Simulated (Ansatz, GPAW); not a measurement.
# butadiene-1,4-dithiol between two Pt chains: relaxation, then transmission at several levels, part 4 of 4

Wanted: T(E) of butadiene-1,4-dithiol between two Pt chains at a relaxed geometry in two programs, beside the unrelaxed structure.

GPAW 26.7.0 and Ansatz 0.2.0; Ansatz plane waves; relaxation of the junction with the lead ends held; PAW set soft_1 (the session's first sound run).

So far, transmission at the Fermi level (one spin): step 3 (plane-wave reference (PBE)) 0.113; step 5 (single-zeta polarised basis, PBE, GPAW) 0.100; step 6 (GPAW, sz: basis = "sz(dzp)", PBE, GPAW) 0.114; step 7 (revPBE in the dzp basis: xc = "revPBE") 0.107; step 8 (without the relaxation: geometry = "as built", PBE, GPAW) 0.681.

**11. Broadening 1e-05: eta = 1e-05**

The broadening keeps the Green's functions finite; too large a value absorbs electrons where channels are open and leaks them where none are.

This step: GPAW LCAO, PAW setups; Landauer transmission from Green's functions with principal layers (ASE), zero bias (GPAW 26.7.0).

Contents of run.py:

```python
import json
import numpy as np
from ase import Atoms
from ase.transport.calculators import TransportCalculator
from gpaw import GPAW, FermiDirac
from gpaw.lcao.tools import get_lcao_hamiltonian
from scipy.linalg import eigh

# The junction with lead layers at both ends, along the third cell vector
device = Atoms(
    ['Pt', 'Pt', 'Pt', 'Pt', 'Pt', 'Pt', 'Pt', 'Pt', 'S', 'H', 'C', 'C', 'H', 'H', 'C', 'C', 'H', 'S', 'Pt', 'Pt', 'Pt', 'Pt', 'Pt', 'Pt', 'Pt', 'Pt'],
    positions=[
        [5.52048, 4.50000, 1.20000],
        [5.52048, 4.50000, 3.60000],
        [5.52048, 4.50000, 6.00000],
        [5.52048, 4.50000, 8.40000],
        [5.52048, 4.50000, 10.80000],
        [5.52048, 4.50000, 13.20000],
        [4.27531, 4.39727, 15.22708],
        [4.94924, 4.46466, 17.56461],
        [3.68719, 4.44134, 19.32370],
        [6.36213, 4.47624, 20.94940],
        [4.20866, 4.45037, 20.93549],
        [5.45997, 4.46698, 21.56827],
        [3.32812, 4.43738, 21.59028],
        [7.72670, 4.48378, 22.94250],
        [5.59444, 4.47033, 22.96264],
        [6.84536, 4.48029, 23.59628],
        [4.69207, 4.46369, 23.58124],
        [7.36517, 4.48617, 25.20859],
        [6.09972, 4.48370, 26.96557],
        [6.77445, 4.44681, 29.30345],
        [5.52048, 4.50000, 31.32756],
        [5.52048, 4.50000, 33.72756],
        [5.52048, 4.50000, 36.12756],
        [5.52048, 4.50000, 38.52756],
        [5.52048, 4.50000, 40.92756],
        [5.52048, 4.50000, 43.32756]],
    cell=[[11.04096, 0.0, 0.0], [0.0, 9.0, 0.0], [0.0, 0.0, 44.52756]],
    pbc=True)

# One principal layer of the lead: the first 5 atoms of the device
lead = Atoms(
    ['Pt', 'Pt', 'Pt', 'Pt', 'Pt'],
    positions=[
        [5.52048, 4.50000, 1.20000],
        [5.52048, 4.50000, 3.60000],
        [5.52048, 4.50000, 6.00000],
        [5.52048, 4.50000, 8.40000],
        [5.52048, 4.50000, 10.80000]],
    cell=[[11.04096, 0.0, 0.0], [0.0, 9.0, 0.0], [0.0, 0.0, 12.0]],
    pbc=True)

settings = dict(mode='lcao', basis='dzp', xc='PBE', h=0.2,
                occupations=FermiDirac(0.1), maxiter=250,
                mixer=dict(beta=0.1, nmaxold=8, weight=100.0),
                convergence=dict(density=0.0001))
energies = np.arange(-2, 2 + 1e-9, 0.025)
eta = 1e-05
n1, n2 = 1, 1
# k and -k transmit alike, so half of the mesh across the current serves
mesh = [(i, j) for i in range(n1) for j in range(n2) if (i, j) <= (-i % n1, -j % n2)]
weights = np.array([1 if (i, j) == (-i % n1, -j % n2) else 2 for i, j in mesh]) / (n1 * n2)

# [... helper functions left out ...]
fermi_lead = ground_state(lead, (1, 1, 10), 'lead.txt')
fermi_device = ground_state(device, (1, 1, 2), 'device.txt')
# [... loop over the mesh left out, but for ...]
        # Shift the lead onto the potential of the device's first layer
        shift = ((H[:, 0, 0] - H0[:, 0, 0]) / S0[0, 0]).real.mean()
# [...]
kT = 8.617333e-5 * 300
bias = [0.1, 0.2, 0.5, 1.0, 1.5, 2.0]
# [... integrals and printing left out ...]
```

Launch:

```bash
$ OMP_NUM_THREADS=1 OPENBLAS_NUM_THREADS=1 python run.py
```

The log of the run:

```text
basis functions: device 530, principal layer 135
Fermi level: lead -4.7850 eV, device -4.4472 eV; lead shifted by 0.0004 eV
largest coupling past the next layer 8.09e-06 eV, largest misfit of the first layer 0.105 eV
  E-E_F (eV)   T (one spin)  [channel counts left out]
    -2.000    9.2837e-01
    -1.975    9.3579e-01
    -1.950    9.4224e-01
    -1.925    9.4798e-01
    -1.900    9.5330e-01
    -1.875    9.5845e-01
    -1.850    9.6368e-01
    -1.825    9.6923e-01
    -1.800    9.7529e-01
    -1.775    9.8203e-01
    -1.750    9.8950e-01
    -1.725    9.9766e-01
    -1.700    1.0063e+00
    -1.675    1.0148e+00
    -1.650    1.0225e+00
    -1.625    1.0278e+00
[...]
1.825    1.1121e-04
     1.850    1.1225e-04
     1.875    1.1355e-04
     1.900    1.1514e-04
     1.925    1.1703e-04
     1.950    1.1924e-04
     1.975    1.2181e-04
     2.000    1.2476e-04
conductance at 300 K: 0.12621 G0 a cell; thermopower 76.1 uV/K
current from the zero-bias T(E) at 0.1 V: 1.0386 uA
current from the zero-bias T(E) at 0.2 V: 2.4559 uA
current from the zero-bias T(E) at 0.5 V: 10.767 uA
current from the zero-bias T(E) at 1.0 V: 24.465 uA
current from the zero-bias T(E) at 1.5 V: 36.861 uA
current from the zero-bias T(E) at 2.0 V: 53.506 uA
```

The job ended after 6.4 min (1 thread of Arm Neoverse V1, shared host; peak memory 1.9 GiB).

This step gave:

```yaml
conductance: 0.1262 G₀
thermopower: 76.10 μV/K
largest_misfit_of_the_first_principal_layer: 0.1047 eV
shift_that_aligns_the_lead: 3.56e-4 eV
transmission_at_the_fermi_level_one_spin: 0.1066
```

One spin. Table of transmission, zone mean by energy, zero at the Fermi level:

| energy (eV) | transmission, zone mean |
| --- | --- |
| -2.000 | 0.928 |
| -1.800 | 0.975 |
| -1.600 | 1.03 |
| -1.575 | 1.04 |
| -1.400 | 0.694 |
| -1.200 | 0.109 |
| -1.000 | 0.665 |
| -0.925 | 1.02 |
| -0.800 | 0.828 |
| -0.600 | 0.590 |
| -0.400 | 0.283 |
| -0.225 | 0.907 |
| -0.200 | 0.886 |
| 0.000 | 0.107 |
| 0.200 | 0.0569 |
| 0.400 | 0.838 |
| 0.600 | 0.00857 |
| 0.800 | 5.1e-4 |
| 1.000 | 2.6e-4 |
| 1.200 | 1.7e-4 |
| 1.400 | 1.3e-4 |
| 1.600 | 1.1e-4 |
| 1.800 | 1.1e-4 |
| 2.000 | 1.2e-4 |

Not self-consistent under bias; the bias window is split evenly. Current through one cell, from the zero-bias transmission against bias:

| bias (V) | current through one cell, from the zero-bias transmission (μA) |
| --- | --- |
| 0.100 | 1.04 |
| 0.200 | 2.46 |
| 0.500 | 10.8 |
| 1.000 | 24.5 |
| 1.500 | 36.9 |
| 2.000 | 53.5 |

The transmission of the three most open eigenchannels by energy, zero at the Fermi level:

| energy (eV) | channel 1 | channel 2 | channel 3 |
| --- | --- | --- | --- |
| -2.000 | 0.917 | 0.0116 | 1.8e-8 |
| -1.800 | 0.956 | 0.0189 | 7.8e-7 |
| -1.600 | 1.000 | 0.0281 | 0.00180 |
| -1.400 | 0.673 | 0.0203 | 0.00103 |
| -1.200 | 0.0611 | 0.0471 | 3.3e-4 |
| -1.000 | 0.640 | 0.0250 | 2.9e-4 |
| -0.800 | 0.817 | 0.0104 | 2.0e-4 |
| -0.600 | 0.586 | 0.00393 | 2.2e-4 |
| -0.400 | 0.281 | 0.00178 | 2.6e-4 |
| -0.200 | 0.884 | 0.00155 | 1.7e-4 |
| 0.000 | 0.106 | 1.2e-4 | 3.2e-5 |
| 0.200 | 0.0568 | 1.3e-4 | 2.9e-6 |
| 0.400 | 0.838 | 1.1e-4 | 3.9e-7 |
| 0.600 | 0.00838 | 1.9e-4 | 5.5e-8 |
| 0.800 | 5.1e-4 | 0 | 0 |
| 1.000 | 2.6e-4 | 0 | 0 |
| 1.200 | 1.7e-4 | 0 | 0 |
| 1.400 | 1.3e-4 | 0 | 0 |
| 1.600 | 1.1e-4 | 0 | 0 |
| 1.800 | 1.1e-4 | 0 | 0 |
| 2.000 | 1.2e-4 | 0 | 0 |

The conductance, 0.126 G₀, lies 0.2 % above that of the dzp run.

**12. Summary of results**

```json
{"conductance": "0.126 G₀", "transmission at the Fermi level, mean of the spins": "0.106", "thermopower": "76.0 μV/K"}
```

What this shows: In the dzp basis the junction conducts 0.126 G₀ at 300 K, with T = 0.106 a spin at the Fermi level; the sz basis reaches that conductance within 10 %. Relaxation moved atoms by up to 1.3 Å and took the conductance from 0.675 to 0.126 G₀, as a ratio a larger change than the step from dzp to the minimal basis. The conductance differs from T at the Fermi level because it averages T(E) over the thermal window, about 0.09 eV wide, in which T changes. Plane waves (PBE) give T = 0.113 there. At the Fermi level one eigenchannel carries the current (0.11). The positive thermopower says that the thermally weighted transmission is larger below the Fermi level, as for hole-like transport. Measured against the first run (pw-pbe), the nearest curve is that of dzp-revPBE (r.m.s. 0.14) and the farthest that of asbuilt (0.35). Over the compared runs wall time goes from 159 s (sz) to 5068 s (pw-pbe), on a shared host; the plane-wave run used 4 threads and the orbital runs 1. The leads kept an estimated spacing and the cell its length, so the junction may be under some tension or compression. The run had no spin polarisation, so a magnetic state, which chains and small molecules with open shells often have, wasn't tested. Spin-orbit coupling is left out, which matters for the heavy atoms here. Semilocal functionals put molecular levels too near the Fermi level, so such conductances usually come out too high, and chain electrodes have a sharper density of states than real ones. An evenly spaced straight chain is an idealisation: free chains tend to dimerise, zigzag or, where a band edge lies near the Fermi level, turn magnetic. The currents use the zero-bias T(E) throughout, which holds only while the bias is small against the distance to the nearest feature.

[Logs are printed without paths, hosts, clocks, repeated set-up lines and the standing remarks that a program may print on its own settings, such as how far it seeks lower states.]

[Hosts, paths, dates, database ids (printed as entryN), source tags and the programs' standing remarks are cut or masked in the printed files.]
